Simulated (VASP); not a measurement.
Here is a VASP 6.6.1 calculation.

The input INCAR:

```
PREC     = Accurate       # precision mode
ENCUT    = 520            # plane-wave cutoff, eV
EDIFF    = 1E-6           # SCF threshold, eV
ISMEAR   = 0              # smearing method
SIGMA    = 0.02           # smearing width, eV
LREAL    = False          # projectors in reciprocal space
LASPH    = True           # aspherical terms in the spheres
NELM     = 80             # most SCF steps
ALGO     = Normal         # electronic algorithm
ISIF     = 2              # what is computed and relaxed
LWAVE    = False          # write WAVECAR
LCHARG   = False          # write CHGCAR
GGA      = PE             # functional
IVDW     = 12             # dispersion correction
NBANDS   = 11             # bands
```

File KPOINTS:

```
regular mesh
0
Gamma
  8 8 8
```

File POSCAR:

```
AlP
1.0
    0.0000000000      2.7259516507      2.7259516507
    2.7259516507      0.0000000000      2.7259516507
    2.7259516507      2.7259516507      0.0000000000
Al P
1 1
Direct
    0.0000000000      0.0000000000      0.0000000000
    0.2500000000      0.2500000000      0.2500000000
```

Potentials or basis: VASP PAW PBE potentials, release 64 (Al, P).

Launch:

```console
$ cat potpaw_PBE.64/Al/POTCAR potpaw_PBE.64/P/POTCAR > POTCAR
$ mpirun -np 1 vasp_std > vasp.out
```

Problem. What does it give for the pressure?

Solution. -0.1 GPa.

Problem. What does it give for the band gap on the k mesh?

Solution. 1.57 eV, indirect (least direct gap 3.34 eV).

A k mesh can miss the band edges.
